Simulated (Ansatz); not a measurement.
Calculated field gradients at the nuclei for SiC at a changed volume

The cell is a diffraction structure from the COD, relaxed with PBE at fixed cell and then changed (volume scaled by 1.04, ions relaxed).

```cif
data_SiC
_symmetry_space_group_name_H-M 'Cmc2_1'
_symmetry_Int_Tables_number 36
_cell_length_a 3.1183
_cell_length_b 5.4052
_cell_length_c 15.3209
_cell_angle_alpha 90.000
_cell_angle_beta 90.000
_cell_angle_gamma 90.000
loop_
_atom_site_label
_atom_site_type_symbol
_atom_site_symmetry_multiplicity
_atom_site_Wyckoff_symbol
_atom_site_fract_x
_atom_site_fract_y
_atom_site_fract_z
Si1 Si 4 a 0.5000 0.3333 0.1423
Si3 Si 4 a 0.5000 0.9999 0.4755
Si5 Si 4 a 0.5000 0.6666 0.3088
C7 C 4 a 0.5000 0.9998 0.3502
C9 C 4 a 0.5000 0.3334 0.0173
C11 C 4 a 0.5000 0.6666 0.1838
```

One atom of each set is listed; the run and its k-mesh use a cell of 12 atoms with edges of 3.12, 3.12, 15.32 Å.

Method: Kohn–Sham DFT in Ansatz, PBE, plane waves and PAW, scalar-relativistic, 420 eV cutoff, Γ-centred 16×16×3 k-points, Fermi–Dirac smearing 0.02 eV.

V_zz is the principal component of the electric field gradient with the largest magnitude, η = (V_xx − V_yy)/V_zz and C_Q = eQV_zz/h.

**Question.** What field gradients does the calculation give at each kind of site?

**Answer.** 

```json
{"site": "Si1", "atoms": "2", "first shell": "4 C at 1.91 Å", "V_xx, V_yy, V_zz (10²¹ V/m²)": "-0.10, -0.11, 0.21", "η": "0.01", "C_Q (MHz)": "–"}
{"site": "Si3", "atoms": "2", "first shell": "4 C at 1.91–1.92 Å", "V_xx, V_yy, V_zz (10²¹ V/m²)": "0.027, 0.030, -0.057", "η": "0.06", "C_Q (MHz)": "–"}
{"site": "Si5", "atoms": "2", "first shell": "4 C at 1.91 Å", "V_xx, V_yy, V_zz (10²¹ V/m²)": "-0.13, -0.13, 0.25", "η": "0.01", "C_Q (MHz)": "–"}
{"site": "C7", "atoms": "2", "first shell": "4 Si at 1.91–1.92 Å", "V_xx, V_yy, V_zz (10²¹ V/m²)": "-0.091, -0.10, 0.19", "η": "0.07", "C_Q (MHz)": "–"}
{"site": "C9", "atoms": "2", "first shell": "4 Si at 1.91 Å", "V_xx, V_yy, V_zz (10²¹ V/m²)": "-0.025, -0.038, 0.063", "η": "0.20", "C_Q (MHz)": "–"}
{"site": "C11", "atoms": "2", "first shell": "4 Si at 1.91 Å", "V_xx, V_yy, V_zz (10²¹ V/m²)": "-0.008, -0.021, 0.029", "η": "0.44", "C_Q (MHz)": "–"}
```

Si, C have no stable isotope with a ground-state quadrupole moment in the table, so no C_Q is given.
